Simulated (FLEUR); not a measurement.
Crystal: Ca.

```
Ca
1.0
    -2.24000    2.24000    2.24000
     2.24000   -2.24000    2.24000
     2.24000    2.24000   -2.24000
Ca
1
Direct
  0.00000 0.00000 0.00000
```

This isn't the form of Ca at room conditions, which is fcc.

* Program: FLEUR MaX-R8.1 (later development tree)
* Task: single point
* Functional: PBE
* Potentials or basis: all-electron
* Basis: FLAPW
* Kmax: 4.1 1/bohr
* k mesh: 8 × 8 × 8
* Occupations: fermi-dirac, width 0.05 eV
* Spin: no spin polarisation
* Gmax: 12.7 1/bohr
* Muffin-tin radii: Ca 2.66 bohr
* lmax: Ca 11
* Local orbitals a species: Ca 5
* Max iterations: 60
* Mixing factor: 0.05
* Mixer: Anderson
* Mixer history: 15
* Density convergence: 1e-05 me/bohr^3

On this cell: band gap on the k mesh none (metal or under the smearing width).

The same run follows on a disturbed copy (cell strained at random at fixed volume):

```
Ca
1.0
    -2.25163    2.21383    2.23487
     2.21603   -2.23722    2.22267
     2.28387    2.26947   -2.25827
Ca
1
Direct
  0.01023 0.00536 0.01779
```

Problem. What changes?

Solution. The energy (extrapolated to zero smearing) moves by +0.7 meV/atom; band gap on the k mesh none (metal or under the smearing width).

Caveats: the cell was measured hot, at 740 K.
